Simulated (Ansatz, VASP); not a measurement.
## One calculation of I, two programs

```
CELL_PARAMETERS angstrom
0.00000 2.06052 2.06052
2.06052 0.00000 2.06052
2.06052 2.06052 0.00000
ATOMIC_POSITIONS crystal
I 0.00000 0.00000 0.00000
```

Change from the starting cell: volume scaled by 0.55, LAPW.

Alike in both runs: task single point; functional PBEsol; k mesh 14 × 14 × 14; occupations fermi-dirac, width 0.05 eV; no spin polarisation.

|  | VASP | Ansatz |
| --- | --- | --- |
| version | VASP 6.6.1 | Ansatz 0.2.0 |
| potentials or method | VASP PAW PBE potentials, release 64 (I), cutoff 520 eV | all-electron LAPW, scalar-relativistic |

Ansatz gave:

* pressure (GPa): 90.4

Question: What did VASP give for the same quantities?

Answer: Pressure (GPa): 90.5.

Ansatz ran all-electron here, so the differences hold the error of VASP's frozen core and of both bases.

Caveats: the cell as given lies far from equilibrium; so large a pressure means that the cell lies far from this level's equilibrium, or that cutoff or potentials fall short (VASP); the potentials were made for another functional, which shifts forces and pressure (VASP); an odd number of electrons without spin polarisation forces a metal; a magnetic or distorted state may lie lower. The runs have no spin-orbit coupling, so splittings on I are missing.
